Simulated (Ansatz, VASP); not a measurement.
In3P4: VASP beside Ansatz

File INCAR:

```
SYSTEM = In3P4
PREC = Accurate
ENCUT = 600
EDIFF = 1E-6
ISMEAR = 0
SIGMA = 0.1
LREAL = .False.
LASPH = .True.
NELM = 100
ALGO = Normal
ISIF = 3
LWAVE = .False.
LCHARG = .False.
GGA = PE
IBRION = 2
NSW = 100
EDIFFG = -0.01
```

File KPOINTS:

```
Automatic mesh
0
Gamma
  8 8 8
  0 0 0
```

File POSCAR:

```
In3P4
1.0
    5.4331472094      0.0000000000      0.0000000000
    0.0000000000      5.4331472094      0.0000000000
    0.0000000000      0.0000000000      5.4331472094
In P
3 4
Direct
    0.5000000000      0.5000000000      0.0000000000
    0.0000000000      0.5000000000      0.5000000000
    0.5000000000      0.0000000000      0.5000000000
    0.5000000000      0.5000000000      0.5000000000
    0.5000000000      0.0000000000      0.0000000000
    0.0000000000      0.5000000000      0.0000000000
    0.0000000000      0.0000000000      0.5000000000
```

Input for Ansatz:

```yaml
crystal:
  lattice:
    - [5.4331472094, 0.0, 0.0]
    - [0.0, 5.4331472094, 0.0]
    - [0.0, 0.0, 5.4331472094]
  atoms:
    - { symbol: In, position: [0.5, 0.5, 0.0] }
    - { symbol: In, position: [0.0, 0.5, 0.5] }
    - { symbol: In, position: [0.5, 0.0, 0.5] }
    - { symbol: P, position: [0.5, 0.5, 0.5] }
    - { symbol: P, position: [0.5, 0.0, 0.0] }
    - { symbol: P, position: [0.0, 0.5, 0.0] }
    - { symbol: P, position: [0.0, 0.0, 0.5] }
basis:
  ecutwfc: 420
kpoints:
  mp_grid: { grid: [8, 8, 8] }
hamiltonian:
  xc: pbe
scf:
  occupations: { method: gaussian, width: 0.1 }
output:
  forces: true
  stress: true
  eigenvalues: true
  write_density: true
  write_potential: true
  elf: true
  volumetric_format: npy
relax:
  adjacent_minimum: "off"
  f_tol: 0.01
  max_steps: 80
  cell: { stress_tol: 0.05 }
```

Change from the starting cell: species swapped into the W3N4 type (Pm-3m, No. 221).

Alike in both runs: task relaxation of cell and atoms; functional PBE; k mesh 8 × 8 × 8; occupations gaussian, width 0.1 eV; no spin polarisation.

```csv
,VASP,Ansatz
version,VASP 6.6.1,Ansatz 0.2.0
potentials or method,"VASP PAW PBE potentials, release 64 (In_d, P)","scalar-relativistic, plane waves, PAW"
plane-wave cutoff (eV),600,420
valence electrons in the cell,59,59
```

```csv
,VASP,Ansatz,Ansatz less VASP
"gap on the k mesh at the Fermi level, each at its own relaxed structure (eV)",none,none,-
relaxed volume (Å³/atom),22.96,22.95,-0.012
relaxed cell length with the largest relative difference (Å),5.437,5.436,-0.0010
```

A gap of «none» marks a metal or a gap that the smearing closes.
